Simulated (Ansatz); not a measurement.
**C: what SCF settings change, part 1 of 2**

Aim: run C with the default SCF settings, then change one group of settings at a time and see what moves: the number of iterations, the state or the numbers. The cell (2 atoms) is C in the measured crystal structure (space group Fd-3m). Source: COD entry 9012293; the sample's temperature and pressure aren't taken into account.

Computed with Ansatz 0.2.0 (DFT PBE, PAW, plane waves, scalar-relativistic, unless a step's input says otherwise).

### Step 1. The structure to begin with

It takes space group Fd-3m (No. 227, cubic). Conventional cell: a = 3.567 Å, b = 3.567 Å, c = 3.567 Å, α = 90.00°, β = 90.00°, γ = 90.00°. C (site symmetry -43m) is surrounded by 4 C at 1.54 Å.

As a file:

```
C
1.0
     0.00000    1.78345    1.78345
     1.78345    0.00000    1.78345
     1.78345    1.78345    0.00000
C
2
Direct
  0.50000 0.50000 0.50000
  0.75000 0.75000 0.75000
```

Atoms are counted from 1 in the order of input.yaml (C2 and so on).

Changes shown after the default run: linear mixing, β 0.2, no preconditioner; Fermi–Dirac width 0.0005 eV, no switch to direct minimisation; k-point mesh 7x7x7; Fermi–Dirac width 0.003 eV, no switch to direct minimisation; cold smearing, width 0.05 eV; cutoff 700 eV; linear mixing, β 0.7, no preconditioner; Broyden, β 0.5, preconditioner Kerker.

The search for lower states is off throughout, and inputs that name a mixer don't switch to direct minimisation unless they say so. Spin polarisation is off.

### Step 2. Default SCF settings

Contents of input.yaml:

```yaml
crystal:
  lattice:
    - [0.0, 1.78345, 1.78345]
    - [1.78345, 0.0, 1.78345]
    - [1.78345, 1.78345, 0.0]
  atoms:
    - { symbol: C, position: [0.5, 0.5, 0.5] }
    - { symbol: C, position: [0.75, 0.75, 0.75] }
hamiltonian:
  xc: pbe
  pseudopotentials: { kind: paw }
basis:
  ecutwfc: 420
kpoints:
  mp_grid: { grid: [14, 14, 14] }
scf:
  occupations: { method: fermi_dirac, width: 0.1 }
  lower_state_search: "off"
output:
  forces: true
  stress: true
  write_density: true
  write_potential: true
  elf: true
  volumetric_format: npy
```

Launch:

```sh
ansatz run input.yaml --threads 2 --pin off --max-ram 5120MiB --backend cpu --events-out ev --progress --plain --runs-dir out
```

Log:

```text
Engine: ansatz 0.2.0, aarch64-unknown-linux-gnu
Pseudopotentials: kind: paw
Pseudopotential: C, paw, valence charge 4, recommended cutoff 420 eV (normal), C.paw.azcp
Functional definition: PBE
  parameter kappa = 0.804
  parameter beta = 0.06672455060314922
  exchange = pbe_x(kappa = kappa, mu = beta*pi^2/3)
  correlation = pbe_c(beta = beta)
Crystal: 2 atoms, lattice volume = 11.345 Å³
Basis set: ecut = 420 eV, 229 PW (Γ), exchange–correlation on 36×36×36 points (8 copies of the dense FFT grid, shifted against one another)
Bands: 8, of which v1, the nominal top of the filled ones, is band 4 counted from 1 (3 counted from 0)
Symmetry: 48 space group operations
Space group: Fd-3m (ITA 227), of the structure as read, at distance tolerance 2.2e-5 Å
k-points: 104 of 2744
Non-local potential: C, projectors of the file, l = 0: 2, l = 1: 2, l = 2: 1
PAW form: soft (Blöchl's): semilocal exchange-correlation on the pseudo side does not see the compensation charge
PAW one-centre angular grid: C, 110 points (default); XC on 64 Gauss nodes
Initial density: superposition of atomic densities (neutral atoms: chi_scale 0, normalization atom), corrected by the library's trained network
Initial wavefunctions: pseudopotential atomic-orbital guess
Functional: x = pbe(κ = 0.804, μ = 0.2195149727645171), c = pbe(β = 0.06672455060314922)
SCF iter   1: F=—  HF=-501.615357 eV  |F-HF|=—  |Δ(HF+E_count)|=         —  Δρ=1.76e-3  dr2=9.11e-5  ethr=1.77e-3  ⟨swp⟩=4.6  Hψ=5355  notcnv=0
preconditioner: auto → none  [insulator: Δε(μ)=4.145 eV  Ē_g=19.630 eV  σ=0.100 eV  W_gap=1.00  n_scr=0 (ndim 8)  ℏωp=31.2 eV  f_vac=0.000  D(μ)=0.00/eV (n_scr^D=0)  ε∞_Penn≈3.5]
SCF iter   2: F=—  HF=-501.615468 eV  |F-HF|=—  |Δ(HF+E_count)|=   1.11e-4  Δρ=9.06e-4  dr2=2.54e-5  ethr=1.14e-6  ⟨swp⟩=2.0  Hψ=2040  notcnv=0
SCF iter   3: F=—  HF=-501.615520 eV  |F-HF|=—  |Δ(HF+E_count)|=   5.22e-5  Δρ=1.42e-4  dr2=1.49e-6  ethr=3.18e-7  ⟨swp⟩=2.1  Hψ=1232  notcnv=0
SCF iter   4: F=—  HF=-501.615520 eV  |F-HF|=—  |Δ(HF+E_count)|=   4.93e-7  Δρ=6.42e-5  dr2=2.69e-7  ethr=1.86e-8  ⟨swp⟩=1.1  Hψ=861  notcnv=0
iter 5 did not close the SCF: its close was put off for the readings that it lacked (scf_convergence_deferred on its scf_iter line)
SCF iter   5: F=-501.615520 eV  HF=-501.615520 eV  |F-HF|=1.37e-10  |Δ(HF+E_count)|=   3.93e-8  Δρ=4.93e-6  dr2=1.19e-9  ethr=3.36e-9  ⟨swp⟩=2.5  Hψ=1239  notcnv=0
SCF iter   6: F=-501.615520 eV  HF=-501.615520 eV  |F-HF|=7.67e-12  |Δ(HF+E_count)|=  5.75e-11  Δρ=5.79e-7  dr2=1.18e-11  ethr=1.49e-11  ⟨swp⟩=4.1  Hψ=3563  notcnv=0
SCF 1 converged in 6 iterations: F = -501.615520 eV  dr2 = 1.18e-11
SCF converged after 6 iterations
Free energy (F): -501.615520 eV
Harris-Foulkes:  -501.615520 eV  (|F-HF|=7.67e-12)
Internal energy: -501.615520 eV  (E = F + TS)
E sigma→0 (E₀):  -501.615520 eV
Fermi energy:    15.354150 eV
--- Per-component energies (eV) ---
  E_band       = 34.693703
  E_kinetic    = 184.526377
  E_local      = -122.409701  (includes V_loc(G=0)·N_el)
  E_nonlocal   = 53.314977
  E_hartree    = 26.770303
  E_xc         = -97.429001
  E_vxc        = -120.953953  (∫ρ·V_xc dr)
  E_paw        = -198.442737  (= ΣΔE_a)
  E_vpaw       = -13.324603  (= ΣTr[D̂ρ^β])
  E_aug_tail   = 0.000018  (compensation charges beyond the density's cutoff)
  E_ewald      = -347.945755
  E_smearing   = -0.000000  (= −TS)
  E_closure    = 0.000000  (closes the sum)
  Σ components = -501.615520   (vs F -501.615520, Δ=0.00e0)
--- Forces (eV/Å), atoms counted from 1 ---
  atom   1  C      0.00000000     0.00000000    -0.00000000
  atom   2  C     -0.00000000    -0.00000000    -0.00000000
  max |Σ_I F_I| component: 1.85e-16 eV/Å
--- Stress (GPa, compression-positive) ---
        1.719169      -0.000000       0.000000
        0.000000       1.719169       0.000000
        0.000000      -0.000000       1.719169
  P = ⅓ Tr σ = 1.7192 GPa (17.192 kbar)
--- Band table (eV; the first three rows and the last of 104) ---
  k-point 0: bands = ["-8.1632", "13.3140", "13.3140", "13.3140", "18.9076", "18.9076", "18.9076", "26.5890"]
  k-point 1: bands = ["-8.0219", "12.3791", "13.0699", "13.0699", "19.2256", "19.2256", "19.4641", "26.7116"]
  k-point 2: bands = ["-7.5994", "10.3352", "12.5026", "12.5026", "19.9706", "19.9706", "20.4212", "27.0713"]
  k-point 103: bands = ["1.2847", "1.2847", "5.0924", "5.0924", "23.1709", "23.1709", "26.3482", "26.3482"]
```

Wall time 0.99 s (2 threads of Arm Neoverse V2, shared host); peak memory 0.25 GiB.

The reference: 6 iterations with the default settings (MSR1 mixing, preconditioner none); with a gap of 4.14 eV on the k-mesh.

The maps below are laid out on this run's own conventional cell (a, b, c = 3.567, 3.567, 3.567 Å).

Density in a lattice plane of the grid's cell (edges 3.57 and 3.57 Å, at 0.000 of the third edge), which holds C.

Ten even steps from '0' (0.09 e/Å³) to '9' (1.80 e/Å³):
```
000001246899999864210000
000011235789998753211000
000112234566766543221100
111112233444444433221111
222222222222222222222222
444433221111111112233444
766543221100000112234566
998753211000000011235789
999864210000000001246899
999864210000000001246899
999864210000000001246899
998753211000000011235789
766543221100000112234566
444433221111111112233444
222222222222222222222222
111112233444444433221111
000112234566766543221100
000011235789998753211000
000001246899999864210000
000001246899999864210000
```
Columns run along the first of these edges and rows up along the second, over one cell in 24 and 20 even steps from the bottom left corner. Atoms in the plane (fractional): C at (0.00, 0.50), C at (0.50, 0.00).

ELF in the same plane.

Ten even steps from ' ' (0.02) to '@' (0.75):
```
      ..::==**%%@@##==::  ::==##@@%%**==::..    
      ..::==##%%@@@@##++==**##@@@@%%##==::..    
....::::--++##%%@@@@@@%%##%%@@@@@@%%##++--::::..
----====++++**##%%@@%%%%%%%%%%@@%%##**++++====--
******####******####**********####******####****
%%%%%%@@%%##**++++====------====++++**##%%@@%%%%
##%%@@@@@@%%##++--::::......::::--++##%%@@@@@@%%
==**##@@@@%%##==::..          ..::==##%%@@@@##**
  ::==##@@%%**==::..          ..::==**%%@@##==::
    --**%%%%**==..              ..==**##%%**--  
  ::==##@@%%**==::..          ..::==**%%@@##==::
==**##@@@@%%##==::..          ..::==##%%@@@@##++
##%%@@@@@@%%##++--::::......::::--++##%%@@@@@@%%
%%%%%%@@%%##**++++====------====++++**##%%@@%%%%
******####******####**********####******####****
----====++++**##%%@@%%%%%%%%%%@@%%##**++++====--
....::::--++##%%@@@@@@%%##%%@@@@@@%%##++--::::..
      ..::==##%%@@@@##**==**##@@@@%%##==::..    
      ..::==**%%@@##==::  ::==##@@%%**==::..    
        ..==**##%%**--      --**%%%%**==..      
```
Columns run along the first of these edges and rows up along the second, over one cell in 24 and 20 even steps from the bottom left corner. Atoms in the plane (fractional): C at (0.00, 0.50), C at (0.50, 0.00).

Both are smooth fields of the valence electrons: close to the nuclei they are not physical.

Maxima of ELF outside the ion cores: 0.94 on the C–C line, 0.7 Å from C.

### Step 3. Linear mixing, β 0.2, no preconditioner

Edit input.yaml of step 2 so:

```diff
@@ -18,2 +18,5 @@
   lower_state_search: "off"
+  algorithm: density_mixing
+  max_iter: 80
+  mixing: { algorithm: anderson, ndim: 1, beta: 0.2, preconditioner: none }
 output:
@@ -21,5 +24 @@
   stress: true
-  write_density: true
-  write_potential: true
-  elf: true
-  volumetric_format: npy
```

Launch:

```sh
ansatz run input.yaml --threads 2 --pin off --max-ram 5120MiB --backend cpu --events-out ev --progress --plain --runs-dir out
```

Log:

```text
[... 20 lines as in an earlier run ...]
SCF iter   1: F=—  HF=-501.615357 eV  |F-HF|=—  |Δ(HF+E_count)|=         —  Δρ=1.76e-3  dr2=9.11e-5  ethr=1.77e-3  ⟨swp⟩=4.6  Hψ=5355  notcnv=0
SCF iter   2: F=—  HF=-501.615394 eV  |F-HF|=—  |Δ(HF+E_count)|=   3.71e-5  Δρ=1.44e-3  dr2=6.61e-5  ethr=1.14e-6  ⟨swp⟩=2.1  Hψ=2030  notcnv=0
SCF iter   3: F=—  HF=-501.615436 eV  |F-HF|=—  |Δ(HF+E_count)|=   4.16e-5  Δρ=1.13e-3  dr2=3.79e-5  ethr=8.27e-7  ⟨swp⟩=1.0  Hψ=832  notcnv=0
SCF iter   4: F=—  HF=-501.615464 eV  |F-HF|=—  |Δ(HF+E_count)|=   2.81e-5  Δρ=8.98e-4  dr2=2.23e-5  ethr=4.74e-7  ⟨swp⟩=1.0  Hψ=832  notcnv=0
[... 9 lines left out ...]
SCF iter  14: F=—  HF=-501.615519 eV  |F-HF|=—  |Δ(HF+E_count)|=   4.42e-7  Δρ=9.69e-5  dr2=1.71e-7  ethr=3.37e-9  ⟨swp⟩=1.0  Hψ=832  notcnv=0
SCF iter  15: F=—  HF=-501.615519 eV  |F-HF|=—  |Δ(HF+E_count)|=   2.90e-7  Δρ=7.81e-5  dr2=1.09e-7  ethr=2.14e-9  ⟨swp⟩=1.0  Hψ=832  notcnv=0
SCF iter  16: F=-501.615520 eV  HF=-501.615519 eV  |F-HF|=3.42e-7  |Δ(HF+E_count)|=   1.89e-7  Δρ=6.29e-5  dr2=7.03e-8  ethr=1.25e-9  ⟨swp⟩=3.0  Hψ=2080  notcnv=0
SCF 1 converged in 16 iterations: F = -501.615520 eV  dr2 = 7.03e-8
SCF converged after 16 iterations
Stability not checked: this state was not tested for a lower state beside it, because the mixer in use, unlike msr1, does not test its closes by its own steps (another_mixer; see scf.mixing.algorithm and scf.lower_state_search)
Free energy (F): -501.615520 eV
Harris-Foulkes:  -501.615519 eV  (|F-HF|=3.42e-7)
Internal energy: -501.615520 eV  (E = F + TS)
E sigma→0 (E₀):  -501.615520 eV
Fermi energy:    15.354151 eV
[... 24 lines left out: energy terms, forces, stress ...]
```

Run time: 0.53 s. Hardware: 2 threads of Arm Neoverse V2, shared host; peak memory 0.24 GiB.

Compared with step 2: the same free energy; 16 iterations in place of 6.

### Step 4. Fermi–Dirac width 0.0005 eV, no switch to direct minimisation

Edit input.yaml of step 3 so:

```diff
@@ -16,3 +16,3 @@
 scf:
-  occupations: { method: fermi_dirac, width: 0.1 }
+  occupations: { method: fermi_dirac, width: 0.0005 }
   lower_state_search: "off"
@@ -20,3 +20,3 @@
   max_iter: 80
-  mixing: { algorithm: anderson, ndim: 1, beta: 0.2, preconditioner: none }
+  mixing: {}
 output:
```

Launch:

```sh
ansatz run input.yaml --threads 2 --pin off --max-ram 5120MiB --backend cpu --events-out ev --progress --plain --runs-dir out
```

Log:

```text
[... 20 lines as in an earlier run ...]
SCF iter   1: F=—  HF=-501.615357 eV  |F-HF|=—  |Δ(HF+E_count)|=         —  Δρ=1.76e-3  dr2=9.11e-5  ethr=1.77e-3  ⟨swp⟩=5.3  Hψ=5489  notcnv=0
preconditioner: auto → none  [insulator: Δε(μ)=4.145 eV  Ē_g=19.630 eV  σ=0.001 eV  W_gap=1.00  n_scr=0 (ndim 8)  ℏωp=31.2 eV  f_vac=0.000  D(μ)=0.00/eV (n_scr^D=0)  ε∞_Penn≈3.5]
SCF iter   2: F=—  HF=-501.615468 eV  |F-HF|=—  |Δ(HF+E_count)|=   1.11e-4  Δρ=9.06e-4  dr2=2.54e-5  ethr=1.14e-6  ⟨swp⟩=2.0  Hψ=2456  notcnv=0
SCF iter   3: F=—  HF=-501.615520 eV  |F-HF|=—  |Δ(HF+E_count)|=   5.22e-5  Δρ=1.42e-4  dr2=1.49e-6  ethr=3.18e-7  ⟨swp⟩=2.6  Hψ=1737  notcnv=0
SCF iter   4: F=—  HF=-501.615520 eV  |F-HF|=—  |Δ(HF+E_count)|=   4.95e-7  Δρ=6.42e-5  dr2=2.69e-7  ethr=1.86e-8  ⟨swp⟩=2.1  Hψ=1277  notcnv=0
iter 5 did not close the SCF: its close was put off for the readings that it lacked (scf_convergence_deferred on its scf_iter line)
SCF iter   5: F=-501.615520 eV  HF=-501.615520 eV  |F-HF|=8.80e-11  |Δ(HF+E_count)|=   3.92e-8  Δρ=4.77e-6  dr2=1.10e-9  ethr=3.36e-9  ⟨swp⟩=2.4  Hψ=1630  notcnv=0
SCF iter   6: F=-501.615520 eV  HF=-501.615520 eV  |F-HF|=7.90e-12  |Δ(HF+E_count)|=  1.71e-11  Δρ=5.85e-7  dr2=1.20e-11  ethr=1.38e-11  ⟨swp⟩=1.3  Hψ=2494  notcnv=0
SCF 1 converged in 6 iterations: F = -501.615520 eV  dr2 = 1.20e-11
SCF converged after 6 iterations
Free energy (F): -501.615520 eV
Harris-Foulkes:  -501.615520 eV  (|F-HF|=7.90e-12)
Internal energy: -501.615520 eV  (E = F + TS)
E sigma→0 (E₀):  -501.615520 eV
Fermi energy:    15.382117 eV
--- Per-component energies (eV) ---
  E_band       = 34.693703
  E_kinetic    = 184.526377
  E_local      = -122.409701  (includes V_loc(G=0)·N_el)
  E_nonlocal   = 53.314977
  E_hartree    = 26.770303
  E_xc         = -97.429001
  E_vxc        = -120.953953  (∫ρ·V_xc dr)
  E_paw        = -198.442737  (= ΣΔE_a)
  E_vpaw       = -13.324603  (= ΣTr[D̂ρ^β])
  E_aug_tail   = 0.000018  (compensation charges beyond the density's cutoff)
  E_ewald      = -347.945755
  E_smearing   = -0.000000  (= −TS)
  E_closure    = 0.000000  (closes the sum)
  Σ components = -501.615520   (vs F -501.615520, Δ=0.00e0)
--- Forces (eV/Å), atoms counted from 1 ---
  atom   1  C      0.00000000    -0.00000000    -0.00000000
  atom   2  C      0.00000000    -0.00000000    -0.00000000
  max |Σ_I F_I| component: 3.70e-17 eV/Å
--- Stress (GPa, compression-positive) ---
        1.719174       0.000000       0.000000
        0.000000       1.719174      -0.000000
        0.000000      -0.000000       1.719174
  P = ⅓ Tr σ = 1.7192 GPa (17.192 kbar)
```

Run time: 0.43 s. Hardware: 2 threads of Arm Neoverse V2, shared host; peak memory 0.24 GiB.

6 iterations, as in the default run; free energy unchanged, zero-width estimate unchanged.

### Step 5. K-point mesh 7x7x7

Edit input.yaml of step 4 so:

```diff
@@ -14,9 +14,7 @@
 kpoints:
-  mp_grid: { grid: [14, 14, 14] }
+  mp_grid: { grid: [7, 7, 7] }
 scf:
-  occupations: { method: fermi_dirac, width: 0.0005 }
+  occupations: { method: fermi_dirac, width: 0.1 }
   lower_state_search: "off"
-  algorithm: density_mixing
   max_iter: 80
-  mixing: {}
 output:
```

Launch:

```sh
ansatz run input.yaml --threads 2 --pin off --max-ram 5120MiB --backend cpu --events-out ev --progress --plain --runs-dir out
```

Log:

```text
[... 13 lines as in an earlier run ...]
k-points: 20 of 343
[... 6 lines as in an earlier run ...]
SCF iter   1: F=—  HF=-501.612833 eV  |F-HF|=—  |Δ(HF+E_count)|=         —  Δρ=1.78e-3  dr2=1.04e-4  ethr=1.77e-3  ⟨swp⟩=4.6  Hψ=1029  notcnv=0
preconditioner: auto → none  [insulator: Δε(μ)=4.279 eV  Ē_g=19.625 eV  σ=0.100 eV  W_gap=1.00  n_scr=0 (ndim 8)  ℏωp=31.2 eV  f_vac=0.000  D(μ)=0.00/eV (n_scr^D=0)  ε∞_Penn≈3.5]
SCF iter   2: F=—  HF=-501.612945 eV  |F-HF|=—  |Δ(HF+E_count)|=   1.12e-4  Δρ=9.13e-4  dr2=2.82e-5  ethr=1.30e-6  ⟨swp⟩=2.1  Hψ=388  notcnv=0
SCF iter   3: F=—  HF=-501.612995 eV  |F-HF|=—  |Δ(HF+E_count)|=   4.99e-5  Δρ=1.40e-4  dr2=1.45e-6  ethr=3.52e-7  ⟨swp⟩=2.1  Hψ=237  notcnv=0
SCF iter   4: F=—  HF=-501.612994 eV  |F-HF|=—  |Δ(HF+E_count)|=   5.00e-7  Δρ=6.10e-5  dr2=2.31e-7  ethr=1.81e-8  ⟨swp⟩=1.6  Hψ=190  notcnv=0
iter 5 did not close the SCF: its close was put off for the readings that it lacked (scf_convergence_deferred on its scf_iter line)
SCF iter   5: F=-501.612994 eV  HF=-501.612994 eV  |F-HF|=1.72e-10  |Δ(HF+E_count)|=   1.59e-8  Δρ=2.83e-6  dr2=3.62e-10  ethr=2.89e-9  ⟨swp⟩=2.5  Hψ=236  notcnv=0
SCF iter   6: F=-501.612994 eV  HF=-501.612994 eV  |F-HF|=7.96e-12  |Δ(HF+E_count)|=  4.67e-10  Δρ=2.70e-7  dr2=2.60e-12  ethr=4.53e-12  ⟨swp⟩=1.2  Hψ=473  notcnv=0
SCF 1 converged in 6 iterations: F = -501.612994 eV  dr2 = 2.60e-12
SCF converged after 6 iterations
Free energy (F): -501.612994 eV
Harris-Foulkes:  -501.612994 eV  (|F-HF|=7.96e-12)
Internal energy: -501.612994 eV  (E = F + TS)
E sigma→0 (E₀):  -501.612994 eV
Fermi energy:    15.385642 eV
--- Per-component energies (eV) ---
  E_band       = 34.703694
  E_kinetic    = 184.545307
  E_local      = -122.430210  (includes V_loc(G=0)·N_el)
  E_nonlocal   = 53.313627
  E_hartree    = 26.778246
  E_xc         = -97.427557
  E_vxc        = -120.952039  (∫ρ·V_xc dr)
  E_paw        = -198.446671  (= ΣΔE_a)
  E_vpaw       = -13.329503  (= ΣTr[D̂ρ^β])
  E_aug_tail   = 0.000018  (compensation charges beyond the density's cutoff)
  E_ewald      = -347.945755
  E_smearing   = -0.000000  (= −TS)
  E_closure    = 0.000000  (closes the sum)
  Σ components = -501.612994   (vs F -501.612994, Δ=0.00e0)
--- Forces (eV/Å), atoms counted from 1 ---
  atom   1  C     -0.00000000     0.00000000    -0.00000000
  atom   2  C      0.00000000    -0.00000000    -0.00000000
  max |Σ_I F_I| component: 1.20e-16 eV/Å
--- Stress (GPa, compression-positive) ---
        1.737112      -0.000000       0.000000
       -0.000000       1.737112       0.000000
       -0.000000      -0.000000       1.737112
  P = ⅓ Tr σ = 1.7371 GPa (17.371 kbar)
```

It took 0.68 s on 2 threads of Arm Neoverse V2, shared host; peak memory 0.23 GiB.

6 iterations, as in the default run; free energy shifted by +1.3 meV/atom.

The setting is a deliberately weak one: read the shift, not the values.

### Step 6. Fermi–Dirac width 0.003 eV, no switch to direct minimisation

Edit input.yaml of step 5 so:

```diff
@@ -14,7 +14,9 @@
 kpoints:
-  mp_grid: { grid: [7, 7, 7] }
+  mp_grid: { grid: [14, 14, 14] }
 scf:
-  occupations: { method: fermi_dirac, width: 0.1 }
+  occupations: { method: fermi_dirac, width: 0.003 }
   lower_state_search: "off"
+  algorithm: density_mixing
   max_iter: 80
+  mixing: {}
 output:
```

Launch:

```sh
ansatz run input.yaml --threads 2 --pin off --max-ram 5120MiB --backend cpu --events-out ev --progress --plain --runs-dir out
```

Log:

```text
[... 20 lines as in an earlier run ...]
SCF iter   1: F=—  HF=-501.615357 eV  |F-HF|=—  |Δ(HF+E_count)|=         —  Δρ=1.76e-3  dr2=9.11e-5  ethr=1.77e-3  ⟨swp⟩=5.3  Hψ=5489  notcnv=0
preconditioner: auto → none  [insulator: Δε(μ)=4.145 eV  Ē_g=19.630 eV  σ=0.003 eV  W_gap=1.00  n_scr=0 (ndim 8)  ℏωp=31.2 eV  f_vac=0.000  D(μ)=0.00/eV (n_scr^D=0)  ε∞_Penn≈3.5]
SCF iter   2: F=—  HF=-501.615468 eV  |F-HF|=—  |Δ(HF+E_count)|=   1.11e-4  Δρ=9.06e-4  dr2=2.54e-5  ethr=1.14e-6  ⟨swp⟩=2.0  Hψ=2456  notcnv=0
SCF iter   3: F=—  HF=-501.615520 eV  |F-HF|=—  |Δ(HF+E_count)|=   5.22e-5  Δρ=1.42e-4  dr2=1.49e-6  ethr=3.18e-7  ⟨swp⟩=2.0  Hψ=1655  notcnv=0
SCF iter   4: F=—  HF=-501.615520 eV  |F-HF|=—  |Δ(HF+E_count)|=   4.95e-7  Δρ=6.42e-5  dr2=2.69e-7  ethr=1.86e-8  ⟨swp⟩=1.1  Hψ=861  notcnv=0
iter 5 did not close the SCF: its close was put off for the readings that it lacked (scf_convergence_deferred on its scf_iter line)
SCF iter   5: F=-501.615520 eV  HF=-501.615520 eV  |F-HF|=8.64e-11  |Δ(HF+E_count)|=   3.92e-8  Δρ=4.77e-6  dr2=1.10e-9  ethr=3.36e-9  ⟨swp⟩=2.5  Hψ=1240  notcnv=0
SCF iter   6: F=-501.615520 eV  HF=-501.615520 eV  |F-HF|=7.16e-12  |Δ(HF+E_count)|=  8.20e-11  Δρ=5.84e-7  dr2=1.22e-11  ethr=1.38e-11  ⟨swp⟩=1.3  Hψ=2497  notcnv=0
SCF 1 converged in 6 iterations: F = -501.615520 eV  dr2 = 1.22e-11
SCF converged after 6 iterations
Free energy (F): -501.615520 eV
Harris-Foulkes:  -501.615520 eV  (|F-HF|=7.16e-12)
Internal energy: -501.615520 eV  (E = F + TS)
E sigma→0 (E₀):  -501.615520 eV
Fermi energy:    15.381250 eV
--- Per-component energies (eV) ---
  E_band       = 34.693702
  E_kinetic    = 184.526377
  E_local      = -122.409701  (includes V_loc(G=0)·N_el)
  E_nonlocal   = 53.314977
  E_hartree    = 26.770303
  E_xc         = -97.429001
  E_vxc        = -120.953953  (∫ρ·V_xc dr)
  E_paw        = -198.442737  (= ΣΔE_a)
  E_vpaw       = -13.324603  (= ΣTr[D̂ρ^β])
  E_aug_tail   = 0.000018  (compensation charges beyond the density's cutoff)
  E_ewald      = -347.945755
  E_smearing   = -0.000000  (= −TS)
  E_closure    = 0.000000  (closes the sum)
  Σ components = -501.615520   (vs F -501.615520, Δ=0.00e0)
--- Forces (eV/Å), atoms counted from 1 ---
  atom   1  C      0.00000000    -0.00000000    -0.00000000
  atom   2  C      0.00000000     0.00000000     0.00000000
  max |Σ_I F_I| component: 1.85e-17 eV/Å
--- Stress (GPa, compression-positive) ---
        1.719173      -0.000000       0.000000
       -0.000000       1.719173       0.000000
       -0.000000       0.000000       1.719173
  P = ⅓ Tr σ = 1.7192 GPa (17.192 kbar)
```

Run time: 0.4 s. Hardware: 2 threads of Arm Neoverse V2, shared host; peak memory 0.24 GiB.

The count stays at 6. Against the default run: free energy unchanged, zero-width estimate unchanged.

(Continued in part 2 of 2.)
